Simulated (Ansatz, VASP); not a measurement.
AlN: VASP beside Ansatz

```
CELL_PARAMETERS angstrom
3.08874 0.00000 0.00000
-1.54437 2.67493 0.00000
0.00000 0.00000 4.94377
ATOMIC_POSITIONS crystal
Al 0.33655 0.67310 0.00152
Al 0.66345 0.32690 0.50152
N 0.33046 0.66093 0.38348
N 0.66954 0.33907 0.88348
```

Change from the starting cell: mode 4 frozen in at +0.000 Å and mode 5 at +0.017 Å (largest displacements).

Alike in both runs: task single point; functional LDA; k mesh 9 × 9 × 6; occupations gaussian, width 0.05 eV; no spin polarisation.

|  | VASP | Ansatz |
| --- | --- | --- |
| version | VASP 6.6.1 | Ansatz 0.2.0 |
| potentials or method | VASP PAW LDA potentials, release 64 (Al, N) | scalar-relativistic, plane waves, PAW |
| plane-wave cutoff (eV) | 520 | 520 |
| valence electrons in the cell | 16 | 16 |

VASP gave:

| Item | Value |
| --- | --- |
| gap on the k mesh at the Fermi level (eV) | 4.42 |
| least direct gap on the mesh (eV) | 4.42 |
| pressure (GPa) | 0.6 |
| largest component of the traceless stress (GPa) | 0.08 |
| rms of the force components (eV/Å) | 0.044 |

Problem. What did Ansatz give for the same quantities?

Solution. gap on the k mesh at the Fermi level (eV): 4.41; least direct gap on the mesh (eV): 4.41; pressure (GPa): 0.0; largest component of the traceless stress (GPa): 0.07; rms of the force components (eV/Å): 0.045.

Atom by atom the forces differ by 0.000 eV/Å (rms over components).

Caveats: an odd mesh through Γ misses points on the zone boundary, where band edges often lie.
